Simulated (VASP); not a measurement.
InP:

```
In P
1.0
     0.00000    2.93050    2.93050
     2.93050    0.00000    2.93050
     2.93050    2.93050    0.00000
In P
1 1
Direct
  0.00000 0.00000 0.00000
  0.25000 0.25000 0.25000
```

Base run:

- Program: VASP 6.6.1
- Functional: PBE
- Potentials or basis: VASP PAW PBE potentials, release 64 (In_d, P)
- Cutoff: 520 eV
- k mesh: 7 × 7 × 7
- Occupations: fermi-dirac, width 0.02 eV
- Spin: no spin polarisation

Its results: band gap on the k mesh 0.71 eV, direct; pressure 3.3 GPa.

Q: The run is repeated on the same cell with these changes: functional from PBE to r2SCAN. What comes out?

A: Band gap on the k mesh 1.17 eV, direct; pressure 1.5 GPa.

r2SCAN gives the wider gap, since meta-GGAs in the generalised Kohn-Sham scheme recover part of the derivative discontinuity.

Caveats: spin-orbit coupling is left out, which moves the levels of the heavy elements; an odd mesh through Γ misses points on the zone boundary, where band edges often lie; the PAW data sets were made with another functional, which shifts forces and pressure a little (some runs).

Not every run made on this cell is shown here.
